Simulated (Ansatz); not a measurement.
# GaP (zinc blende): energy and pressure against volume, part 2 of 2

The task, for GaP (zinc blende): map energy and pressure against volume; the runs are single point and phonons.

Ansatz 0.2.0; DFT LDA, scalar-relativistic, plane waves, PAW.

### 8 Volume × 0.8

input.yaml

```yaml
crystal:
  lattice:
    - [0.0, 2.5296659143, 2.5296659143]
    - [2.5296659143, 0.0, 2.5296659143]
    - [2.5296659143, 2.5296659143, 0.0]
  atoms:
    - { symbol: Ga, position: [0.0, 0.0, 0.0] }
    - { symbol: P, position: [0.25, 0.25, 0.25] }
scf:
  occupations: { method: fixed }
output:
  forces: true
  stress: true
  eigenvalues: true
  write_density: true
  write_potential: true
  elf: true
  volumetric_format: npy
hamiltonian:
  xc: lda
basis:
  ecutwfc: 500
kpoints:
  mp_grid: { grid: [10, 10, 10] }
```

Command:

```sh
> ansatz run input.yaml --threads 4 --pin off --max-ram 10240MiB --backend cpu --events-out ev --progress --plain --runs-dir out
```

The log of the run:

```text
Warning: RAYON_NUM_THREADS=4 ignored (pool sized by the plan → 4); use --threads N
Engine: ansatz 0.2.0, aarch64-unknown-linux-gnu
Pseudopotentials: kind: paw
Pseudopotential: Ga, paw, valence charge 13, recommended cutoff 420 eV (normal), Ga.paw.azcp
Pseudopotential: P, paw, valence charge 5, recommended cutoff 420 eV (normal), P.paw.azcp
Functional definition: SPW92
  exchange = slater_x
  correlation = pw_c
Crystal: 2 atoms, lattice volume = 32.376 Å³
Basis set: ecut = 500 eV, 869 PW (Γ)
Bands: 13, of which v1, the nominal top of the filled ones, is band 9 counted from 1 (8 counted from 0)
Symmetry: 24 space group operations
Space group: F-43m (ITA 216), of the structure as read, at distance tolerance 3.2e-5 Å
k-points: 47 of 1000 (time reversal used)
Non-local potential: Ga, projectors of the file, l = 0: 2, l = 1: 2, l = 2: 3, l = 3: 1
Non-local potential: P, projectors of the file, l = 0: 2, l = 1: 2, l = 2: 2
PAW form: soft (Blöchl's): semilocal exchange-correlation on the pseudo side does not see the compensation charge
PAW frozen core: Ga, regenerated for the run's functional, and the local potential with it (the file was generated under x = pbe(κ = 0.804, μ = 0.2195149727645171), c = pbe(β = 0.06672455060314922))
PAW frozen core: P, regenerated for the run's functional, and the local potential with it (the file was generated under x = pbe(κ = 0.804, μ = 0.2195149727645171), c = pbe(β = 0.06672455060314922))
PAW one-centre angular grid: Ga, 590 points (default); XC on 64 Gauss nodes
PAW one-centre angular grid: P, 110 points (default); XC on 64 Gauss nodes
Initial density: superposition of atomic densities (neutral atoms: chi_scale 0, normalization atom), corrected by the library's trained network
Initial wavefunctions: pseudopotential atomic-orbital guess
Functional: x = slater, c = lda
SCF iter   1: F=—  HF=-4433.307277 eV  |F-HF|=—  |Δ(HF+E_count)|=         —  Δρ=7.15e-3  dr2=1.05e-2  ethr=1.77e-3  ⟨swp⟩=5.1  Hψ=3251  notcnv=0  defer=84
preconditioner: auto → none  [insulator: Δε(μ)=0.927 eV  Ē_g=16.581 eV  n_scr=8 (ndim 8)  ℏωp=27.7 eV  f_vac=0.000  ε∞_Penn≈3.8]
SCF iter   2: F=—  HF=-4433.303569 eV  |F-HF|=—  |Δ(HF+E_count)|=   3.71e-3  Δρ=2.63e-3  dr2=9.79e-4  ethr=5.86e-5  ⟨swp⟩=3.6  Hψ=1523  notcnv=0  defer=88
SCF iter   3: F=—  HF=-4433.303301 eV  |F-HF|=—  |Δ(HF+E_count)|=   2.68e-4  Δρ=6.97e-4  dr2=6.06e-5  ethr=5.44e-6  ⟨swp⟩=2.0  Hψ=737  notcnv=0  defer=86
SCF iter   4: F=—  HF=-4433.303295 eV  |F-HF|=—  |Δ(HF+E_count)|=   6.39e-6  Δρ=9.91e-5  dr2=2.15e-6  ethr=3.37e-7  ⟨swp⟩=2.5  Hψ=1059  notcnv=0  defer=79
SCF iter   5: F=—  HF=-4433.303293 eV  |F-HF|=—  |Δ(HF+E_count)|=   1.73e-6  Δρ=3.27e-5  dr2=2.80e-7  ethr=1.19e-8  ⟨swp⟩=2.1  Hψ=1049  notcnv=0  defer=77
SCF iter   6: F=-4433.303293 eV  HF=-4433.303293 eV  |F-HF|=6.41e-9  |Δ(HF+E_count)|=   1.08e-7  Δρ=6.92e-6  dr2=8.48e-9  ethr=5.56e-10  ⟨swp⟩=13.8  Hψ=5383  notcnv=0
SCF 1 converged in 6 iterations: F = -4433.303293 eV  dr2 = 8.48e-9
SCF converged after 6 iterations
Free energy (F): -4433.303293 eV
Harris-Foulkes:  -4433.303293 eV  (|F-HF|=6.41e-9)
Internal energy: -4433.303293 eV  (E = F + TS)
E sigma→0 (E₀):  -4433.303293 eV
Fermi energy:    10.026748 eV
--- Per-component energies (eV) ---
  E_band       = -19.998345
  E_kinetic    = 194.796646
  E_local      = -2051.861230  (includes V_loc(G=0)·N_el)
  E_nonlocal   = 462.431391
  E_hartree    = 959.180989
  E_xc         = -134.386824
  E_vxc        = -125.043198  (∫ρ·V_xc dr)
  E_paw        = -2451.176440  (= ΣΔE_a)
  E_vpaw       = -418.687636  (= ΣTr[D̂ρ^β])
  E_aug_tail   = -0.000030  (compensation charges beyond the density's cutoff)
  E_ewald      = -1414.133626
  E_core_change = 1.845831  (= ΣΔE_core)
  E_smearing   = -0.000000  (= −TS)
  E_closure    = 0.000000  (closes the sum)
  Σ components = -4433.303293   (vs F -4433.303293, Δ=0.00e0)
--- Forces (eV/Å), atoms counted from 1 ---
  atom   1  Ga     0.00000000     0.00000000    -0.00000000
  atom   2  P     -0.00000000     0.00000000     0.00000000
  max |Σ_I F_I| component: 9.25e-17 eV/Å
--- Stress (GPa, compression-positive) ---
       26.028757       0.000000      -0.000000
        0.000000      26.028757       0.000000
       -0.000000       0.000000      26.028757
  P = ⅓ Tr σ = 26.0288 GPa (260.288 kbar)
--- Band table (eV; the first three rows and the last of 47) ---
  k-point 0: bands = ["-5.2683", "-5.2683", "-5.2683", "-5.0814", "-5.0814", "-4.4138", "10.0267", "10.0267", "10.0267", "13.5455", "13.6631", "13.6631", "13.6631"]
  k-point 1: bands = ["-5.2983", "-5.2621", "-5.2621", "-5.0817", "-5.0817", "-4.2322", "8.7376", "9.7982", "9.7982", "13.3885", "13.9863", "13.9863", "14.7400"]
  k-point 2: bands = ["-5.3543", "-5.2474", "-5.2474", "-5.0810", "-5.0810", "-3.7259", "6.5588", "9.3336", "9.3336", "12.9430", "14.5562", "14.5562", "16.5683"]
  k-point 46: bands = ["-5.4609", "-5.1869", "-5.1585", "-5.1179", "-5.0615", "-0.0703", "2.2478", "5.3117", "5.3937", "13.9613", "14.4888", "17.2149", "17.3508"]
```

Wall time 1 s (4 threads of Arm Neoverse V2, shared host); peak memory 0.33 GiB.

The maps below are laid out on this run's own conventional cell (a, b, c = 5.059, 5.059, 5.059 Å).

Density in a lattice plane of the grid's cell (edges 5.06 and 5.06 Å, at 0.000 of the third edge), which holds Ga.

Ten even steps from '0' (0.03 e/Å³) to '9' (52.12 e/Å³):
```
530000000000000000000003
100000000000000000000000
000000000000000000000000
000000000000000000000000
000000000000000000000000
000000000000000000000000
000000000000000000000000
000000000000100000000000
000000000003530000000000
000000000016961000000000
000000000003530000000000
000000000000100000000000
000000000000000000000000
000000000000000000000000
000000000000000000000000
000000000000000000000000
000000000000000000000000
100000000000000000000000
530000000000000000000003
961000000000000000000016
```
Columns run along the first of these edges and rows up along the second, over one cell in 24 and 20 even steps from the bottom left corner. Atoms in the plane (fractional): Ga at (0.00, 0.00), Ga at (0.50, 0.50).

ELF in the same plane.

Ten even steps from '0' (0.02) to '9' (0.59):
```
001345532100000123554310
113456653210001235665431
344578875321112357887544
445799987643234678999754
446799999764446799999764
234678999754445799987643
112357887544344578875321
001235665431113456653210
000123554310001345532100
000013444200700244431000
000123554310001345532100
001235665431113456653210
112357887544344578875321
234678999754445799987643
446799999764446799999764
445799987643234678999754
344578875321112357887544
113456653210001235665431
001345532100000123554310
700244431000000013444200
```
Columns run along the first of these edges and rows up along the second, over one cell in 24 and 20 even steps from the bottom left corner. Atoms in the plane (fractional): Ga at (0.00, 0.00), Ga at (0.50, 0.50).

Both are smooth fields of the valence electrons: close to the nuclei they are not physical.

Maxima of ELF outside the ion cores: 0.91 on the P–Ga line, 0.8 Å from P.

### 9 Phonons: volume × 1.04

input.yaml

```yaml
crystal:
  lattice:
    - [0.0, 2.7608593754, 2.7608593754]
    - [2.7608593754, 0.0, 2.7608593754]
    - [2.7608593754, 2.7608593754, 0.0]
  atoms:
    - { symbol: Ga, position: [0.0, 0.0, 0.0] }
    - { symbol: P, position: [0.25, 0.25, 0.25] }
scf:
  occupations: { method: fixed }
output: {}
hamiltonian:
  xc: lda
basis:
  ecutwfc: 500
kpoints:
  mp_grid: { grid: [10, 10, 10] }
phonons:
  method: dfpt
  dielectric: false
  eigenvectors: false
  qpoints: [[0.5, 0.5, 0.5], [0.5, 0, 0.5]]
```

Command:

```sh
> ansatz run input.yaml --threads 4 --pin off --max-ram 10240MiB --backend cpu --events-out ev --progress --plain --runs-dir out
```

The log of the run, cut to the lines that bear on the results:

```text
Warning: RAYON_NUM_THREADS=4 ignored (pool sized by the plan → 4); use --threads N
[...]
Pseudopotentials: kind: paw
Pseudopotential: Ga, paw, valence charge 13, recommended cutoff 420 eV (normal), Ga.paw.azcp
Pseudopotential: P, paw, valence charge 5, recommended cutoff 420 eV (normal), P.paw.azcp
Functional definition: SPW92
[...]
Crystal: 2 atoms, lattice volume = 42.088 Å³
Basis set: ecut = 500 eV, 1067 PW (Γ), exchange–correlation on 60×60×60 points (8 copies of the dense FFT grid, shifted against one another)
Bands: 13, of which v1, the nominal top of the filled ones, is band 9 counted from 1 (8 counted from 0)
Symmetry: 24 space group operations
k-points: 47 of 1000 (time reversal used)
[...]
SCF iter   1: F=—  HF=-4433.722563 eV  |F-HF|=—  |Δ(HF+E_count)|=         —  Δρ=6.38e-3  dr2=1.87e-2  ethr=1.77e-3  ⟨swp⟩=5.0  Hψ=3244  notcnv=0  defer=84
[...]
Fermi energy:    6.357801 eV
[...]
--- Band table (eV; the first three rows and the last of 47) ---
  k-point 0: bands = ["-8.2627", "-8.2627", "-8.2627", "-8.1756", "-8.1756", "-5.8751", "6.3578", "6.3578", "6.3578", "7.6496", "10.1519", "10.1519", "10.1519"]
[...]
--- Phonons (DFPT): 1 translation of the crystal for the acoustic sum rule + reference (Σ response iterations 3, closed at dr2 ≤ 8.6e-17 eV/Å²) ---
  ASR residual per site (eV/Å²): 5.24e-7 7.04e-6
  list q = 0 in phonons.qpoints for the zone centre's modes and force constants
--- Phonons (arbitrary-q DFPT): 2 explicit q-points ---
  q = [0.5, 0.5, 0.5] (2 solved perturbations on 282 of 1000 k-point pairs; hermiticity 4.55e-7, symmetrization 4.77e-13): 84.31 84.31 218.15 328.08 328.08 337.77
  q = [0.5, 0, 0.5] (4 solved perturbations in 546 linear systems a pass and spin channel, the states on 171 of 1000 k-point pairs; hermiticity 3.86e-7, symmetrization 9.10e-13): 106.93 106.93 233.73 324.73 324.73 336.20
  sum rule: each row above includes the acoustic sum rule's correction from the zone centre's row sums; it moved no ω² by more than (0.25 cm⁻¹)²
```

Run time: 18 s. Hardware: 4 threads of Arm Neoverse V2, shared host; peak memory 0.74 GiB.

### 10 Phonons: volume × 1

Changes to input.yaml since step 9:

```diff
@@ -2,5 +2,5 @@
   lattice:
-    - [0.0, 2.7608593754, 2.7608593754]
-    - [2.7608593754, 0.0, 2.7608593754]
-    - [2.7608593754, 2.7608593754, 0.0]
+    - [0.0, 2.725, 2.725]
+    - [2.725, 0.0, 2.725]
+    - [2.725, 2.725, 0.0]
   atoms:
```

Command:

```sh
> ansatz run input.yaml --threads 4 --pin off --max-ram 10240MiB --backend cpu --events-out ev --progress --plain --runs-dir out
```

The log of the run, cut to the lines that bear on the results:

```text
Warning: RAYON_NUM_THREADS=4 ignored (pool sized by the plan → 4); use --threads N
[...]
Pseudopotentials: kind: paw
Pseudopotential: Ga, paw, valence charge 13, recommended cutoff 420 eV (normal), Ga.paw.azcp
Pseudopotential: P, paw, valence charge 5, recommended cutoff 420 eV (normal), P.paw.azcp
Functional definition: SPW92
[...]
Crystal: 2 atoms, lattice volume = 40.470 Å³
Basis set: ecut = 500 eV, 965 PW (Γ), exchange–correlation on 60×60×60 points (8 copies of the dense FFT grid, shifted against one another)
Bands: 13, of which v1, the nominal top of the filled ones, is band 9 counted from 1 (8 counted from 0)
Symmetry: 24 space group operations
k-points: 47 of 1000 (time reversal used)
[...]
SCF iter   1: F=—  HF=-4433.764458 eV  |F-HF|=—  |Δ(HF+E_count)|=         —  Δρ=6.36e-3  dr2=1.73e-2  ethr=1.77e-3  ⟨swp⟩=5.0  Hψ=3261  notcnv=0  defer=88
[...]
Fermi energy:    6.842356 eV
[...]
--- Band table (eV; the first three rows and the last of 47) ---
  k-point 0: bands = ["-7.8406", "-7.8406", "-7.8406", "-7.7423", "-7.7423", "-5.6782", "6.8424", "6.8424", "6.8424", "8.4542", "10.6301", "10.6301", "10.6301"]
[...]
--- Phonons (DFPT): 1 translation of the crystal for the acoustic sum rule + reference (Σ response iterations 3, closed at dr2 ≤ 1.2e-16 eV/Å²) ---
  ASR residual per site (eV/Å²): 1.31e-5 7.97e-5
  list q = 0 in phonons.qpoints for the zone centre's modes and force constants
--- Phonons (arbitrary-q DFPT): 2 explicit q-points ---
  q = [0.5, 0.5, 0.5] (2 solved perturbations on 282 of 1000 k-point pairs; hermiticity 3.91e-7, symmetrization 5.52e-13): 81.84 81.84 226.45 346.86 346.86 355.28
  q = [0.5, 0, 0.5] (4 solved perturbations in 546 linear systems a pass and spin channel, the states on 171 of 1000 k-point pairs; hermiticity 2.06e-7, symmetrization 4.54e-13): 104.58 104.58 243.10 344.94 344.94 352.87
  sum rule: each row above includes the acoustic sum rule's correction from the zone centre's row sums; it moved no ω² by more than (0.84 cm⁻¹)²
```

Run time: 17 s. Hardware: 4 threads of Arm Neoverse V2, shared host; peak memory 0.72 GiB.

### 11 Phonons: volume × 0.96

Changes to input.yaml since step 10:

```diff
@@ -2,5 +2,5 @@
   lattice:
-    - [0.0, 2.725, 2.725]
-    - [2.725, 0.0, 2.725]
-    - [2.725, 2.725, 0.0]
+    - [0.0, 2.688171161, 2.688171161]
+    - [2.688171161, 0.0, 2.688171161]
+    - [2.688171161, 2.688171161, 0.0]
   atoms:
```

Command:

```sh
> ansatz run input.yaml --threads 4 --pin off --max-ram 10240MiB --backend cpu --events-out ev --progress --plain --runs-dir out
```

The log of the run, cut to the lines that bear on the results:

```text
Warning: RAYON_NUM_THREADS=4 ignored (pool sized by the plan → 4); use --threads N
[...]
Pseudopotentials: kind: paw
Pseudopotential: Ga, paw, valence charge 13, recommended cutoff 420 eV (normal), Ga.paw.azcp
Pseudopotential: P, paw, valence charge 5, recommended cutoff 420 eV (normal), P.paw.azcp
Functional definition: SPW92
[...]
Crystal: 2 atoms, lattice volume = 38.851 Å³
Basis set: ecut = 500 eV, 965 PW (Γ), exchange–correlation on 60×60×60 points (8 copies of the dense FFT grid, shifted against one another)
Bands: 13, of which v1, the nominal top of the filled ones, is band 9 counted from 1 (8 counted from 0)
Symmetry: 24 space group operations
k-points: 47 of 1000 (time reversal used)
[...]
SCF iter   1: F=—  HF=-4433.774785 eV  |F-HF|=—  |Δ(HF+E_count)|=         —  Δρ=6.37e-3  dr2=1.58e-2  ethr=1.77e-3  ⟨swp⟩=5.0  Hψ=3265  notcnv=0  defer=89
[...]
Fermi energy:    7.368978 eV
[...]
--- Band table (eV; the first three rows and the last of 47) ---
  k-point 0: bands = ["-7.3914", "-7.3914", "-7.3914", "-7.2801", "-7.2801", "-5.4660", "7.3690", "7.3690", "7.3690", "9.3207", "11.1444", "11.1444", "11.1444"]
[...]
--- Phonons (DFPT): 1 translation of the crystal for the acoustic sum rule + reference (Σ response iterations 3, closed at dr2 ≤ 1.6e-16 eV/Å²) ---
  ASR residual per site (eV/Å²): 5.44e-6 2.62e-5
  list q = 0 in phonons.qpoints for the zone centre's modes and force constants
--- Phonons (arbitrary-q DFPT): 2 explicit q-points ---
  q = [0.5, 0.5, 0.5] (2 solved perturbations on 282 of 1000 k-point pairs; hermiticity 3.13e-7, symmetrization 4.13e-13): 78.25 78.25 234.57 367.14 367.14 374.61
  q = [0.5, 0, 0.5] (4 solved perturbations in 546 linear systems a pass and spin channel, the states on 171 of 1000 k-point pairs; hermiticity 8.87e-8, symmetrization 1.53e-12): 100.51 100.51 253.16 366.87 366.87 370.72
  sum rule: each row above includes the acoustic sum rule's correction from the zone centre's row sums; it moved no ω² by more than (0.48 cm⁻¹)²
```

Wall time 18 s (4 threads of Arm Neoverse V2, shared host); peak memory 0.7 GiB.

### 12 Phonons: volume × 0.92

Changes to input.yaml since step 11:

```diff
@@ -2,5 +2,5 @@
   lattice:
-    - [0.0, 2.688171161, 2.688171161]
-    - [2.688171161, 0.0, 2.688171161]
-    - [2.688171161, 2.688171161, 0.0]
+    - [0.0, 2.6503045514, 2.6503045514]
+    - [2.6503045514, 0.0, 2.6503045514]
+    - [2.6503045514, 2.6503045514, 0.0]
   atoms:
```

Command:

```sh
> ansatz run input.yaml --threads 4 --pin off --max-ram 10240MiB --backend cpu --events-out ev --progress --plain --runs-dir out
```

The log of the run, cut to the lines that bear on the results:

```text
Warning: RAYON_NUM_THREADS=4 ignored (pool sized by the plan → 4); use --threads N
[...]
Pseudopotentials: kind: paw
Pseudopotential: Ga, paw, valence charge 13, recommended cutoff 420 eV (normal), Ga.paw.azcp
Pseudopotential: P, paw, valence charge 5, recommended cutoff 420 eV (normal), P.paw.azcp
Functional definition: SPW92
[...]
Crystal: 2 atoms, lattice volume = 37.232 Å³
Basis set: ecut = 500 eV, 941 PW (Γ), exchange–correlation on 60×60×60 points (8 copies of the dense FFT grid, shifted against one another)
Bands: 13, of which v1, the nominal top of the filled ones, is band 9 counted from 1 (8 counted from 0)
Symmetry: 24 space group operations
k-points: 47 of 1000 (time reversal used)
[...]
SCF iter   1: F=—  HF=-4433.745530 eV  |F-HF|=—  |Δ(HF+E_count)|=         —  Δρ=6.45e-3  dr2=1.43e-2  ethr=1.77e-3  ⟨swp⟩=5.1  Hψ=3249  notcnv=0  defer=90
[...]
Fermi energy:    7.943357 eV
[...]
--- Band table (eV; the first three rows and the last of 47) ---
  k-point 0: bands = ["-6.9126", "-6.9126", "-6.9126", "-6.7863", "-6.7863", "-5.2362", "7.9434", "7.9434", "7.9434", "10.2554", "11.6992", "11.6992", "11.6992"]
[...]
--- Phonons (DFPT): 1 translation of the crystal for the acoustic sum rule + reference (Σ response iterations 3, closed at dr2 ≤ 2.1e-16 eV/Å²) ---
  ASR residual per site (eV/Å²): 2.52e-6 3.52e-6
  list q = 0 in phonons.qpoints for the zone centre's modes and force constants
--- Phonons (arbitrary-q DFPT): 2 explicit q-points ---
  q = [0.5, 0.5, 0.5] (2 solved perturbations on 282 of 1000 k-point pairs; hermiticity 2.93e-7, symmetrization 8.95e-13): 73.10 73.10 242.56 389.12 389.12 395.93
  q = [0.5, 0, 0.5] (4 solved perturbations in 546 linear systems a pass and spin channel, the states on 171 of 1000 k-point pairs; hermiticity 9.36e-8, symmetrization 1.80e-13): 94.10 94.10 264.02 389.91 390.70 390.70
  sum rule: each row above includes the acoustic sum rule's correction from the zone centre's row sums; it moved no ω² by more than (0.18 cm⁻¹)²
```

It took 18 s on 4 threads of Arm Neoverse V2, shared host; peak memory 0.69 GiB.

### 13 Energy and pressure against volume

volume (Å³/atom), energy (meV/atom) and a bar:
```
    16.19      232.7 ##############################
    17.00      123.7 ################
    17.81       53.6 #######
    18.62       14.4 ##
    19.43        0.0 
    20.23        5.3 #
    21.04       26.4 ###
```

### 14 Results

The summary covers parts 1 to 2.

| step | volume (Å³/atom) | pressure (GPa) | energy above the lowest (meV/atom) | gap on the mesh (eV) | time |
| --- | --- | --- | --- | --- | --- |
| 2 | 21.04 | -5.5 | 26.4 | 1.29 | 1.1 s |
| 3 | 20.23 | -2.7 | 5.3 | 1.45 | 0.83 s |
| 4 | 19.43 | 0.8 | 0.0 | 1.39 | 0.83 s |
| 5 | 18.62 | 5.1 | 14.4 | 1.31 | 1.1 s |
| 6 | 17.81 | 10.6 | 53.6 | 1.21 | 0.78 s |
| 7 | 17.00 | 17.4 | 123.7 | 1.10 | 0.75 s |
| 8 | 16.19 | 26.0 | 232.7 | 0.97 | 1 s |

| quantity | value |
| --- | --- |
| equilibrium volume of the third-order Birch–Murnaghan fit | 19.59 Å³/atom |
| bulk modulus, its pressure derivative | 90 GPa, 4.3 |

**Reading.** The fit holds to 0.03 meV/atom up to 26 GPa. Against the measured bulk modulus of GaP, 87.5 GPa (“Phosphorous dimerization in GaP at high pressure”, 2017, arxiv:1709.06667), the calculated 90 GPa is off by +3.0 %. Temperature and zero-point motion are left out. Against the measured gap of GaP, 2.34 eV (indirect; 10 K; quoted in “Stacking defects in GaP nanowires: Electronic structure and optical properties”, 2018, arxiv:1810.01194), the calculated 1.39 eV is off by -0.95 eV. It is a Kohn-Sham gap, without temperature or zero-point motion. Semilocal functionals usually fall short of measured gaps.
